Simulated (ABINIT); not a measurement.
Input of an ABINIT 10.8.3 (patched build) run:

Contents of run.abi:

```
# Datasets: one volume each
ndtset 7
scalecart1 3*0.9795861087
scalecart2 3*0.9864848297
scalecart3 3*0.9932883884
scalecart4 3*1.0000000000
scalecart5 3*1.0066227096
scalecart6 3*1.0131594038
scalecart7 3*1.0196128224

# Pseudopotentials
pp_dirpath "./"
pseudos "Sn.upf, O.upf"

# Structure
acell 7.2068394886 7.2068394886 9.2349277318
rprim
     1.0000000000     0.0000000000     0.0000000000
     0.0000000000     1.0000000000     0.0000000000
     0.0000000000     0.0000000000     1.0000000000
ntypat 2
znucl 50 8
natom 4
typat 1 1 2 2
xred
     0.5000000000     0.0000000000     0.7646261400
     0.0000000000     0.5000000000     0.2353738600
     0.0000000000     0.0000000000     0.0000000000
     0.5000000000     0.5000000000     0.0000000000

# Plane-wave basis
ecut 42.0

# k points
kptopt 1
ngkpt 7 7 6
nshiftk 1
shiftk 0.0 0.0 0.0

# Exchange and correlation
ixc -116133

# Bands and occupations
nband 24
occopt 3
tsmear 0.05 eV

# SCF cycle
nstep 100
tolvrs 1.0e-10

# Output
iomode 3
prtwf 0
prtden 0
prteig 0
prtebands 0
enunit 2
```

Potentials or basis: PseudoDojo NC SR PBEsol v0.4.1 standard.

Launch:

```console
$ mpirun --bind-to none -np 4 abinit run.abi > log 2>&1
```

Q: Estimate the bulk modulus at fixed shape and positions.

A: 95 GPa.

Q: Predict the equilibrium volume.

A: 17.78 Å³/atom.

Q: Estimate the pressure derivative of the bulk modulus.

A: 4.4.

Energy against volume, from the lowest point:
| volume (Å³/atom) | energy (meV/atom) |
| --- | --- |
| 16.703 | 21.34 |
| 17.058 | 9.20 |
| 17.414 | 2.26 |
| 17.769 | 0.00 |
| 18.125 | 1.96 |
| 18.480 | 7.69 |
| 18.835 | 16.81 |

Caveat: pressures at fixed basis lie under the slope of the energies; the cell was scaled at fixed shape and fractional positions, which overstates the stiffness of a crystal with free parameters, most of all of layers and chains.
